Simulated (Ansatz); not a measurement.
BaHfO3: the change of pressure with volume per atom

All results are calculated (Ansatz 0.2.0). Density functional stress and forces at fixed atoms, pressure and stress positive in compression, spin-unpolarised plane waves.

Cell of the first row (space group Pm-3m, No. 221):
```
cell vectors (Å)
   4.0100     0.0000     0.0000
   0.0000     4.0100     0.0000
   0.0000     0.0000     4.0100
atoms (fractions of the cell vectors)
Ba  0.00000  0.00000  0.00000
Hf  0.50000  0.50000  0.50000
O   0.50000  0.50000  0.00000
O   0.50000  0.00000  0.50000
O   0.00000  0.50000  0.50000
```

Settings of every row: periodic directions 3; functional r2SCAN; spin orbit yes; potentials PAW; wave cutoff 500 eV; k mesh 6x6x6; smearing width 0 eV.

Limits: the cell comes from a prototype or a list of computed structures and needn't be the stable phase.

| row | volume per atom (Å³) | pressure (GPa) |
| --- | --- | --- |
| 1 | 12.896 | 27.09 |
| 2 | 13.303 | ? |
| 3 | 13.719 | 11.63 |
| 4 | 14.143 | 5.33 |
| 5 | 14.576 | -0.16 |
| 6 | 15.018 | -4.93 |
| 7 | 15.468 | -9.06 |
| 8 | 15.928 | -12.62 |
| 9 | 16.396 | -15.67 |

Question: what pressure should row 2 give?

Worked fit of pressure. Take u = (V_r/V)^(2/3) − 1 with V_r = 14.797 Å³ an atom, which is twice the finite (Eulerian) strain; such expansions in the strain, on which the Birch-Murnaghan equation of state is built, carry the rest volume and the bulk modulus. The shown rows have u = 0.096, 0.05172, 0.0306, 0.01008, -0.00983, -0.02913, -0.04792, -0.06612. Least squares give pressure = −2.645 + 239.39 × u + 678.5 × u² + 565 × u³ GPa; a parabola predicts inner rows, each left out in turn, worse (root mean square 0.075 against 0.0035 GPa). All shown rows lie on it to the printed digit. The pressure vanishes at u = 0.0107, or V = 14.56 Å³ an atom, and there the bulk modulus with atoms relaxed is B = −V dP/dV = (2/3)(1 + u) dP/du = 171 GPa. The withheld row has u = 0.07353, so the fit gives −2.645 + 239.39 × (0.07353) + 678.5 × (0.07353)² + 565 × (0.07353)³ = 18.85 GPa.

The calculation gave 18.85 GPa. The fit meets it to the printed digit.
